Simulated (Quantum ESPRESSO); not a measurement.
Crystal: BP.

```
CELL_PARAMETERS angstrom
0.00000 2.26900 2.26900
2.26900 0.00000 2.26900
2.26900 2.26900 0.00000
ATOMIC_POSITIONS crystal
P 0.75000 0.75000 0.75000
B 0.00000 0.00000 0.00000
```

Base run:

```yaml
Program: Quantum ESPRESSO 7.5
Functional: PBEsol
Potentials_or_basis: PseudoDojo 0.4.1 SR PBEsol standard
Cutoff: 1034 eV
Density_cutoff: 4136 eV
k_mesh: 8 × 8 × 8
Occupations: fixed
Spin: no spin polarisation
```

Its results: band gap on the k mesh, mean-field level 1.17 eV, indirect (least direct gap 3.36 eV).

Question: The run is repeated on the same cell with these changes: k mesh from 8 × 8 × 8 to 6 × 6 × 6. What comes out?

Answer: Band gap on the k mesh, mean-field level 1.23 eV, indirect (least direct gap 3.36 eV).

A k mesh can miss the band edges.
